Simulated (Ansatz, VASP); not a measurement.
**Ni in VASP and in Ansatz**

File INCAR:

```
SYSTEM = Ni
PREC = Accurate ; ENCUT = 520
EDIFF = 1E-7 ; ISMEAR = -1
SIGMA = 0.1 ; LREAL = .False.
LASPH = .True. ; NELM = 80
ALGO = Normal ; ISIF = 2
LWAVE = .False. ; LCHARG = .True.
LELF = .True. ; LVHAR = .True.
NBANDS = 11
```

File KPOINTS:

```
Automatic mesh
0
Gamma
  18 18 18
  0 0 0
```

POSCAR

```
Ni
1.0
   -1.4126263127      1.4126263127      1.4126263127
    1.4126263127     -1.4126263127      1.4126263127
    1.4126263127      1.4126263127     -1.4126263127
Ni
1
Direct
    0.0000000000      0.0000000000      0.0000000000
```

Input for Ansatz:

```yaml
crystal:
  lattice:
    - [-1.4126263127, 1.4126263127, 1.4126263127]
    - [1.4126263127, -1.4126263127, 1.4126263127]
    - [1.4126263127, 1.4126263127, -1.4126263127]
  atoms:
    - { symbol: Ni, position: [0.0, 0.0, 0.0] }
hamiltonian:
  xc: lda
  pseudopotentials:
    kind: paw
    azcp:
      Ni: "pseudopotentials/Ni.paw.azcp"
basis:
  ecutwfc: 420
  fft_grid_basis: typed
kpoints:
  mp_grid: { grid: [18, 18, 18], shift: [0, 0, 0] }
magnetization:
  spin_polarized: false
scf:
  occupations: { method: fermi_dirac, width: 0.1 }
  lower_state_search: "off"
output:
  stress: true
```

Alike in both runs: task single point; functional LDA; k mesh 18 × 18 × 18; occupations fermi-dirac, width 0.1 eV; no spin polarisation.

|  | VASP | Ansatz |
| --- | --- | --- |
| version | VASP 6.6.1 | Ansatz 0.2.0 |
| potentials or method | VASP PAW LDA potentials, release 64 (Ni) | plane waves (420 eV) with PAW, scalar-relativistic |
| plane-wave cutoff (eV) | 520 | 420 |
| valence electrons in the cell | 10 | 18 |

VASP gave:

| Property | Result |
| --- | --- |
| pressure (GPa) | -21.4 |

Q: Estimate Ansatz's values.

A: Pressure (GPa): -21.6.

The two sets of potentials don't hold the same shells in valence. Ansatz warned: «pseudo_functional_mismatch».

Caveats: so large a pressure means that the cell lies far from this level's equilibrium, or that cutoff or potentials fall short (VASP); the run has no spin polarisation, though such a crystal can be magnetic. Spin polarisation is off, so any magnetic state and its effect on volume and gap are missing.
